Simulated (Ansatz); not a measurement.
# Energies and gaps of 2 cells of Sb2Se3

2 cells of Sb2Se3 were relaxed with r2SCAN+rVV10 in the PAW code Ansatz. Computed values for non-magnetic cells; some structures come from databases, others from prototypes and may be hypothetical.

- tetradymite: space group R-3m (No. 166), trigonal; a = 4.026 Å, c = 28.991 Å in the conventional setting, 27.14 Å³ an atom. Around Sb lie 6 Se at 2.79–2.99 Å; around Se lie 3 Sb at 2.79 Å; around Se lie 6 Sb at 2.99 Å.
- database Pnma (20 atoms): the symmetry is Pnma (No. 62, orthorhombic); conventional cell a = 12.023 Å, b = 3.989 Å, c = 11.587 Å, 27.78 Å³ an atom. Sb has 5 Se at 2.60–3.00 Å; Sb has 3 Se at 2.67–2.68 Å; Se has 3 Sb at 2.60–3.00 Å; Se has 3 Sb at 2.67–2.80 Å; Se has 2 Sb at 2.68 Å.

Energies are counted from the lowest cell, each relaxed with the functional named (k spacing about 0.3 1/Å); gaps are on the r2SCAN+rVV10 cells (d direct, i indirect).

| structure | space group | volume (Å³/atom) | E, r2SCAN+rVV10 (meV/atom) | E, PBE-D3(BJ) (meV/atom) | gap, PBE (eV) | gap, r2SCAN (eV) | gap, HSE06 (eV) | gap, PBE0 (eV) |
| --- | --- | --- | --- | --- | --- | --- | --- | --- |
| tetradymite | R-3m | 27.14 | 15 | 0 | 0 | 0.17 d (Γ) | 0.30 d (Γ) | 0.78 d (Γ) |
| database Pnma (20 atoms) | Pnma | 27.78 | 0 | 7 | 0.89 i (Γ–Z (0.40) → Γ–Z (0.60)) | 1.13 i (Γ–Z (0.41) → Γ–Z (0.61)) | 1.40 i (Γ–Z (0.41) → Γ–Z (0.61)) | 1.95 i (Γ–Z (0.41) → Γ–Z (0.61)) |

Among these cells the lowest with r2SCAN+rVV10 is database Pnma (20 atoms), 15 meV an atom below the next, tetradymite. Other structures, not computed here, could lie lower. PBE-D3(BJ) puts tetradymite lowest instead.

Against database Pnma (20 atoms) (HSE06 gap 1.40 eV): tetradymite -1.10 eV at -2.3 % volume.

Spin-orbit coupling is left out, which matters wherever the heavy atoms make up the band edges.

Where an edge lies off the special points, it is a point of the mesh or the k point where a search put PBE's edge or least direct gap, reused for the other functionals, whose own edges may lie a little apart.

The meshes of the hybrids are coarse, so their gaps aren't converged to the digits shown.
